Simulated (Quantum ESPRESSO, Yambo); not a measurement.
# A GW chain in Yambo: BaS (Fm-3m), part 2 of 3

Wanted: ground state, empty states, screening and self-energy for BaS (Fm-3m).

Quantum ESPRESSO 7.5 and Yambo 5.3.0; PBE and many-body steps on it, plane waves. Known limits of the many-body steps: not at the basis limit; no spin-orbit coupling.

So far. Step 2 (Ground state): The gap is indirect, with the least direct gap 0.13 eV higher. Step 3 (Bands along the symmetry lines): The gap is 2.146 eV, as in the run before at this level.

**4. Empty states on the mesh, 4×4×4 mesh, 155 bands**

Level of this step: DFT, PBE, plane waves, norm-conserving pseudopotentials (Quantum ESPRESSO).

The sums over transitions need many empty states on a uniform mesh; this step solves for them.

pw.in reads:

```
&control
  calculation = 'nscf'
  prefix = 'x'
  outdir = 'o'
  pseudo_dir = 'pseudo'
/
&system
  ibrav = 0
  nat = 2
  ntyp = 2
  ecutwfc = 40.0
  nbnd = 155
  force_symmorphic = .true.
/
&electrons
  conv_thr = 1e-9
  electron_maxstep = 80
  diago_full_acc = .true.
  diago_thr_init = 5e-6
/
ATOMIC_SPECIES
  Ba 137.33 Ba.upf
  S 32.06 S.upf
CELL_PARAMETERS angstrom
  0.0000000000 3.1937500000 3.1937500000
  3.1937500000 0.0000000000 3.1937500000
  3.1937500000 3.1937500000 0.0000000000
ATOMIC_POSITIONS crystal
  Ba 0.0000000000 0.0000000000 0.0000000000
  S 0.5000000000 0.5000000000 0.5000000000
K_POINTS automatic
  4 4 4 0 0 0
```

Started as:

```console
OMP_NUM_THREADS=1 mpirun -n 4 pw.x -nk 4 -in pw.in > pw.out
```

What it wrote:

```text
[banner, memory and clock lines left out]
Program PWSCF v.7.5 starts

     Atomic positions and unit cell read from directory:
     o/x.save/

     Message from routine setup:
     using ibrav=0 with symmetry is DISCOURAGED, use correct ibrav instead

     G-vector sticks info

     bravais-lattice index     =            0
     lattice parameter (alat)  =       8.5352  a.u.
     unit-cell volume          =     439.6725 (a.u.)^3
     number of atoms/cell      =            2
     number of atomic types    =            2
     number of electrons       =        16.00
     number of Kohn-Sham states=          155
     kinetic-energy cutoff     =      40.0000  Ry
     charge density cutoff     =     160.0000  Ry
     Exchange-correlation= PBE
                           (   1   4   3   4   0   0   0)

     celldm(1)=   8.535221  celldm(2)=   0.000000  celldm(3)=   0.000000
     celldm(4)=   0.000000  celldm(5)=   0.000000  celldm(6)=   0.000000

     crystal axes: (cart. coord. in units of alat)
               a(1) = (   0.000000   0.707107   0.707107 )
               a(2) = (   0.707107   0.000000   0.707107 )
               a(3) = (   0.707107   0.707107   0.000000 )

     reciprocal axes: (cart. coord. in units 2 pi/alat)
               b(1) = ( -0.707107  0.707107  0.707107 )
               b(2) = (  0.707107 -0.707107  0.707107 )
               b(3) = (  0.707107  0.707107 -0.707107 )
     Pseudo is Norm-conserving + core correction, Zval = 10.0
     Generated using ONCVPSP code by D. R. Hamann
     Using radial grid of 1958 points,  6 beta functions with:
     Pseudo is Norm-conserving + core correction, Zval =  6.0
     Generated using ONCVPSP code by D. R. Hamann
     Using radial grid of 1146 points,  6 beta functions with:
     Ba               10.00   137.33000     Ba( 1.00)
     S                 6.00    32.06000     S ( 1.00)

     48 Sym. Ops., with inversion, found

   Cartesian axes

     site n.     atom                  positions (alat units)
         1        Ba     tau(   1) = (   0.0000000   0.0000000   0.0000000  )
         2        S      tau(   2) = (   0.7071068   0.7071068   0.7071068  )

     number of k points=     8
                       cart. coord. in units 2pi/alat
        k(    1) = (   0.0000000   0.0000000   0.0000000), wk =   0.0312500
        k(    2) = (   0.1767767   0.1767767  -0.1767767), wk =   0.2500000
        k(    3) = (  -0.3535534  -0.3535534   0.3535534), wk =   0.1250000
[...]
k(    7) = (  -0.7071068   0.0000000   0.0000000), wk =   0.0937500
        k(    8) = (  -0.7071068   0.3535534   0.0000000), wk =   0.1875000

     Dense  grid:    15065 G-vectors     FFT dimensions: (  36,  36,  36)

     The potential is recalculated from file :
     o/x.save/charge-density

     Starting wfcs are    9 randomized atomic wfcs +  146 random wfcs

     Band Structure Calculation

     End of band structure calculation

          k = 0.0000 0.0000 0.0000 (  1893 PWs)   bands (ev):

   -20.1603  -5.2015  -5.2015  -5.2015  -4.4386   5.8941   5.8941   5.8941
     9.5199   9.8002   9.8002   9.8002  10.7242  10.7242  14.4498  20.6113
    20.6113  20.6113  22.6518  22.6518  22.6518  24.3456  24.3456  25.7206
[...]
[... 8 further rows ...]
[...]
94.6711  95.7074  95.7074

          k = 0.1768 0.1768-0.1768 (  1886 PWs)   bands (ev):

[...]
[... 8 further rows ...]
[...]
95.3036  95.3036  96.8548

          k =-0.3536-0.3536 0.3536 (  1892 PWs)   bands (ev):

[...]
56.5255  57.4844  58.5334  60.2248  60.2248  60.2865  60.2865  61.8529
     [... 8 further rows ...]
    92.6197  92.6197  93.9258  93.9258  94.0687  94.0687  95.5642  95.5961
    95.7133  96.3035  96.7536

          k = 0.3536 0.0000 0.0000 (  1876 PWs)   bands (ev):

     [... further k-points ...]

     highest occupied, lowest unoccupied level (ev):     5.8941    8.0404

     XML data file, pseudopotentials, collected wavefunctions
```

Elapsed: 6.9 s, on 4 MPI ranks of Arm Neoverse V1, shared host; peak memory 0.28 GiB; 27 s of CPU time.

Numbers from this step:

```yaml
gap: 2.146 eV
k_of_the_valence_top: 0, 0, 0
k_of_the_conduction_bottom: 0, -0.5, -0.5
least_direct_gap: 2.272 eV
k_points_computed: 8
lowest_point_of_the_top_converged_band_above_the_valence_top: 89.8133 eV
```

On this mesh the gap is 2.146 eV.

**5. Conversion and set-up**

This step: Yambo 5.3.0; conversion and set-up on PBE, plane waves, norm-conserving pseudopotentials.

The states are converted to the many-body program's format and the q mesh is built.

Started as:

```console
(cd o/x.save; p2y > p2y.log; mv SAVE ../..); yambo > setup.log
```

What it wrote:

```text
 Yambo, version 5.3.0

 [02] CORE Variables Setup
 =========================

  [02.01] Unit cells
  ==================

  Cell kind             :  FCC
  Atoms in the cell     :  Ba  S
  number of Ba atoms    :  1
  number of S  atoms    :  1

  List of atomic masses
  Mass of Ba    :  137.3300
  Mass of S     :  32.06000

  List of atomic coordinates    : [cc]
  Ba1       :  0.000000  0.000000  0.000000  order 1
  S1       :  6.035313  6.035313  6.035313  order 2

  Alat factors          :  6.035313  6.035313  6.035313 [a.u.]
  Direct lattice volume :  439.6725 [a.u.]
  Direct lattice vectors:  A[ 1 ]  A[ 2 ]  A[ 3 ]
   A[ 1 ]:  0.000000  1.000000  1.000000  [iru]
   0.000000  6.035313  6.035313  [cc]
   A[ 2 ]:  1.000000  0.000000  1.000000  [iru]
   6.035313  0.000000  6.035313  [cc]
   A[ 3 ]:  1.000000  1.000000  0.000000  [iru]
   6.035313  6.035313  0.000000  [cc]

  Recip. lattice volume :  0.564170 [a.u.]
  Recip. lattice vectors:  B[ 1 ]  B[ 2 ]  B[ 3 ]
   B[ 1 ]: -0.500000  0.500000  0.500000  [iku]
  -0.520535  0.520535  0.520535  [cc]
   B[ 2 ]:  0.500000 -0.500000  0.500000  [iku]
   0.520535 -0.520535  0.520535  [cc]
   B[ 3 ]:  0.500000  0.500000 -0.500000  [iku]
   0.520535  0.520535 -0.520535  [cc]

  [02.02] Symmetries
  ==================

  Inversion symmetry    : yes
  Spatial inversion     : yes
  Inversion index       :  25
  K-space Time-reversal : no
  Magnetic symmetries   : no
  Group table correct   : yes
  Symmetries units      :  [cc]

   [S  1]:   1.0000      0.42301E-17  0.42301E-17  0.42301E-17   1.0000     -0.42301E-17 -0.42301E-17 -0.42301E-17   1.0000
   [S  2]:  -1.0000     -0.42301E-17  0.42301E-17 -0.42301E-17  -1.0000     -0.42301E-17  0.42301E-17  0.42301E-17   1.0000
   [S  3]:  -1.0000      0.42301E-17 -0.42301E-17 -0.42301E-17   1.0000      0.42301E-17  0.42301E-17 -0.42301E-17  -1.0000
[...]
[... 36 further rows ...]
   [S 47]:  0.42301E-17   1.0000     -0.42301E-17 -0.42301E-17  0.42301E-17  -1.0000       1.0000     -0.42301E-17  0.42301E-17
   [S 48]:  0.42301E-17  -1.0000      0.42301E-17 -0.42301E-17 -0.42301E-17   1.0000       1.0000      0.42301E-17 -0.42301E-17

  [02.03] Reciprocal space
  ========================

  nG shells         :  199
  nG charge         :  15065
  nG WFs            :  2413
  nC WFs            :  1893
  G-vecs. in first 19 shells:  [ Number ]
     1    9   15   27   51   59   65   89  113
    137   169   181   229   259   283   307   331   339
    387
  ...
  Shell energy in first 19 shells:  [ mHa ]
    0.00000      406.435      541.914      1083.83      1490.26      1625.74      2167.66      2574.09      2709.57
    3251.48      3657.92      4335.31      4741.75      4877.22      5419.14      5825.57      5961.05      6502.97
    6909.40
  ...

  [02.04] K-grid lattice
  ======================

  Compatible Grid is   : 3D
[...]
BZ  K-points                                      :   64

  K/Q-points units:
  rlu = crystal or reduced units; cc = cartesian coordinates; iku = interal k-units

  K [1]          [rlu]:  0.000000  0.000000  0.000000
         WF components:  1893
  K [2]          [rlu]:  0.74313E-17  0.74313E-17  0.25000
         WF components:  1886
  K [3]          [rlu]: -0.14863E-16 -0.14863E-16 -0.50000
         WF components:  1892
  K [4]          [rlu]:  0.74488E-17  0.25000      0.25000
         WF components:  1876
  K [5]          [rlu]:  0.54615E-17  0.25000     -0.50000
         WF components:  1872
  [... 2 further k-points ...]
  K [8]          [rlu]:  0.250000 -0.500000 -0.250000
         WF components:  1888

  [02.05] Energies & Occupations
  ==============================

  [X] === General ===
  [X] Electronic Temperature                        :  0.000000  0.000000 [eV K]
  [X] Bosonic    Temperature                        :  0.000000  0.000000 [eV K]
  [X] Finite Temperature mode                       : no
  [X] El. density                                   :  0.24558E+24 [cm-3]
  [X] Fermi Level                                   :  5.894091 [eV]

  [X] === Gaps and Widths ===
  [X] Conduction Band Min                           :  2.146280 [eV]
  [X] Valence Band Max                              :  0.000000 [eV]
  [X] Filled Bands                                  :   8
  [X] Empty Bands                                   :    9  155
  [X] Direct Gap                                    :  2.272370 [eV]
  [X] Direct Gap localized at k                     :   7
  [X] Indirect Gap                                  :  2.146280 [eV]
  [X] Indirect Gap between kpts                     :   1   7
  [X] Last valence band width                       :  1.057937 [eV]
  [X] 1st conduction band width                     :  3.430145 [eV]

  E @ K [1]:  [eV]
   -26.054      -11.096      -11.096      -11.096      -10.333     -0.11359E-08 -0.33036E-09   0.0000
    3.62583   3.90611   3.90611   3.90611   4.83013   4.83013   8.55574  14.71718
  occ @ K [1]
   2.000000  2.000000  2.000000  2.000000  2.000000  2.000000  2.000000  2.000000
[...]
E @ K [2]:  [eV]
[...]
occ @ K [2]
[...]
E @ K [3]:  [eV]
[...]
occ @ K [3]
[...]
E @ K [4]:  [eV]
[...]
occ @ K [4]
[...]
E @ K [5]:  [eV]
[...]
occ @ K [5]
[...]
[... 2 further k-points ...]
  E @ K [8]:  [eV]
[...]
occ @ K [8]
   2.000000  2.000000  2.000000  2.000000  2.000000  2.000000  2.000000  2.000000
   0.000000  0.000000  0.000000  0.000000  0.000000  0.000000  0.000000  0.000000

 [03] Transferred momenta grid and indexing
 ==========================================

 IBZ Q-points                                      :   8
 BZ  Q-points                                      :   64

 K/Q-points units:
 rlu = crystal or reduced units; cc = cartesian coordinates; iku = interal k-units

 Q [1]          [rlu]:  0.000000  0.000000  0.000000
 Q [2]          [rlu]:  0.74313E-17  0.74313E-17  0.25000
 Q [3]          [rlu]: -0.14863E-16 -0.14863E-16 -0.50000
[...]
Q [7]          [rlu]: -0.14898E-16 -0.50000     -0.50000
 Q [8]          [rlu]:  0.250000 -0.500000 -0.250000

  [03.01] X indexes
  =================

   [03.01.01] Sigma indexes
   ========================

 [06] Game Over & Game summary
```

Wall time 2.1 s (1 MPI rank); peak memory 0.24 GiB.

(Part 2 of 3 ends here.)

[Paths, hosts, dates, memory and timing lines, banners, echoed tables and standing remarks are left out of the program output.]

[Logs are printed without paths, hosts, clocks, repeated set-up lines and the standing remarks that a program may print on its own settings, such as how far it seeks lower states.]

[Runs of the session that timed out or met a known fault of the program may be left out.]

[Hosts, paths, dates, database ids (printed as entryN), source tags and the programs' standing remarks are cut or masked in the printed files.]
